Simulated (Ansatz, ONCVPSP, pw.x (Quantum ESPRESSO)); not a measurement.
**What a changed setting does to a pw.x run (fcc Co)**

Potential: optimised norm-conserving Vanderbilt (ONCV), ONCVPSP 4.0.1.1 (patched build), PBE; core [Ar], reference 3d7 4s2; waves: 4s: rc 2.50 bohr, ncon 5, nbas 8, qcut 2.9 1/bohr, 2 projectors, debl 1.4 Ha; p scattering state at 0.06 Ha: rc 2.10 bohr, ncon 4, nbas 9, qcut 3.8 1/bohr, 2 projectors, debl 0.4 Ha; 3d: rc 1.40 bohr, ncon 4, nbas 9, qcut 11.9 1/bohr, 1 projector; local part: polynomial inside 1.10 bohr (lpopt 2, dvloc0 1 Ha); core correction: Teter function, fcfact 2, rcfact 1.65.

The reference run (k-mesh 16³, cutoffs 140/560 Ry, Fermi–Dirac 0.01 Ry, mixing_beta 0.4, conv_thr 1e-9, no spin) gives -2.50 GPa at 10.382 Å³/atom, where all-electron LAPW gives -0.50 GPa. This run, with its own iteration cap, changes mixing_beta to 0.2.

```
&control
  calculation='scf', prefix='x', pseudo_dir='./', outdir='./tmp', tstress=.true., disk_io='none'
/
&system
  ibrav=0, nat=1, ntyp=1, ecutwfc=140, ecutrho=560, nbnd=12,
  occupations='smearing', smearing='fd', degauss=0.01
/
&electrons
  conv_thr=1e-09, mixing_beta=0.2, electron_maxstep=60
/
ATOMIC_SPECIES
Co 1.0 Co.UPF
CELL_PARAMETERS angstrom
  0.00000000 1.73147813 1.73147813
  1.73147813 0.00000000 1.73147813
  1.73147813 1.73147813 0.00000000
ATOMIC_POSITIONS crystal
Co 0.0000 0.0000 0.0000
K_POINTS automatic
16 16 16 0 0 0
```

```bash
pw.x < Co.scf.in > Co.scf.out
```

How does the run end?

It converges in 9 iterations; the free energy moves by +0.0 meV/atom and the pressure by +0.01 GPa. The result is that of the reference run.

```
Message from routine setup:
     using ibrav=0 with symmetry is DISCOURAGED, use correct ibrav instead
     lattice parameter (alat)  =       4.6273  a.u.
     unit-cell volume          =      70.0612 (a.u.)^3
     number of electrons       =         9.00
     number of Kohn-Sham states=           12
     kinetic-energy cutoff     =     140.0000  Ry
     charge density cutoff     =     560.0000  Ry
     scf convergence threshold =      1.0E-09
     Exchange-correlation= PBE
     number of k points=   145  Fermi-Dirac smearing, width (Ry)=  0.0100
     iteration #  1     ecut=   140.00 Ry     beta= 0.20
     total energy              =     -60.39134398 Ry
     estimated scf accuracy    <       0.01512060 Ry
     iteration #  2     ecut=   140.00 Ry     beta= 0.20
     total energy              =     -60.39222850 Ry
     estimated scf accuracy    <       0.00217275 Ry
     iteration #  3     ecut=   140.00 Ry     beta= 0.20
     negative rho (up, down):  3.062E-07 0.000E+00
     total energy              =     -60.39263763 Ry
     estimated scf accuracy    <       0.00060483 Ry
     [... 3 iterations left out ...]
     iteration #  7     ecut=   140.00 Ry     beta= 0.20
     total energy              =     -60.39268563 Ry
     estimated scf accuracy    <          1.9E-09 Ry
     iteration #  8     ecut=   140.00 Ry     beta= 0.20
     total energy              =     -60.39268564 Ry
     estimated scf accuracy    <          3.3E-09 Ry
     iteration #  9     ecut=   140.00 Ry     beta= 0.20
     the Fermi energy is    14.8469 ev
!    total energy              =     -60.39268564 Ry
     estimated scf accuracy    <          5.4E-11 Ry
     smearing contrib. (-TS)   =      -0.00978536 Ry
     The total energy is F=E-TS. E is the sum of the following terms:
     one-electron contribution =       0.99577113 Ry
     hartree contribution      =      11.24755917 Ry
     xc contribution           =     -15.87628869 Ry
     ewald contribution        =     -56.74994188 Ry
     convergence has been achieved in   9 iterations
          total   stress  (Ry/bohr**3)                   (kbar)     P=      -24.90
     Message from routine punch:
     Nothing written, as per user request (disk_io='none')
```

The run took about 17 s on one core of a shared host (AMD EPYC 9R45 96-Core Processor, 96 threads, 376 GiB, load 34).
